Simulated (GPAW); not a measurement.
MoSe2:

```
Mo Se
1.0
     3.28800    0.00000    0.00000
    -1.64400    2.84749    0.00000
     0.00000    0.00000   12.90000
Mo Se
2 4
Direct
  0.66667 0.33333 0.75000
  0.33333 0.66667 0.25000
  0.66667 0.33333 0.37500
  0.33333 0.66667 0.87500
  0.33333 0.66667 0.62500
  0.66667 0.33333 0.12500
```

| Property | Result |
| --- | --- |
| Program | GPAW 26.7.0 |
| Task | relaxation of cell and atoms |
| Functional | RPBE |
| Dispersion | D3 |
| Potentials or basis | the program's PAW data sets (release 1.2.1) made for this functional |
| Cutoff | 600 eV |
| Basis | pw |
| k mesh | 6 × 6 × 2 |
| Occupations | fermi-dirac, width 0.05 eV |
| Spin | no spin polarisation |

At the start: pressure 7.4 GPa; volume 20.13 Å³/atom.

How do energy, volume and symmetry change on relaxing?

Over 9 steps the energy falls by 30.4 meV/atom and the volume is 20.76 Å³/atom (+3.1 %); space group P6_3/mmc (No. 194, to 0.05 Å).

The path:
```
step  energy change (eV)  largest force (eV/Å)  pressure (GPa)  volume (Å³)
   1              0.0000                1.2395            7.35       120.78
   2             -0.1038                0.7648            4.88       121.58
   3             -0.1773                0.0161            0.94       123.04
   4             -0.1782                0.0361            0.62       123.23
   5             -0.1791                0.0659            0.36       123.48
   6             -0.1807                0.0847            0.00       123.99
   7             -0.1819                0.0599           -0.15       124.43
   8             -0.1823                0.0203           -0.06       124.57
   9             -0.1823                0.0050            0.02       124.54
```

Final structure:
```cif
data_structure
_symmetry_space_group_name_H-M 'P 1'
_symmetry_Int_Tables_number 1
_cell_length_a 3.3228
_cell_length_b 3.3228
_cell_length_c 13.0248
_cell_angle_alpha 90.000
_cell_angle_beta 90.000
_cell_angle_gamma 120.000
_cell_volume 124.54
loop_
_atom_site_label
_atom_site_type_symbol
_atom_site_fract_x
_atom_site_fract_y
_atom_site_fract_z
_atom_site_occupancy
Mo1 Mo 0.66667 0.33333 0.75000 1
Mo2 Mo 0.33333 0.66667 0.25000 1
Se1 Se 0.66667 0.33333 0.37822 1
Se2 Se 0.33333 0.66667 0.87822 1
Se3 Se 0.33333 0.66667 0.62178 1
Se4 Se 0.66667 0.33333 0.12178 1
```

Caveat: the k mesh is coarse; later steps reuse the first step's grids.
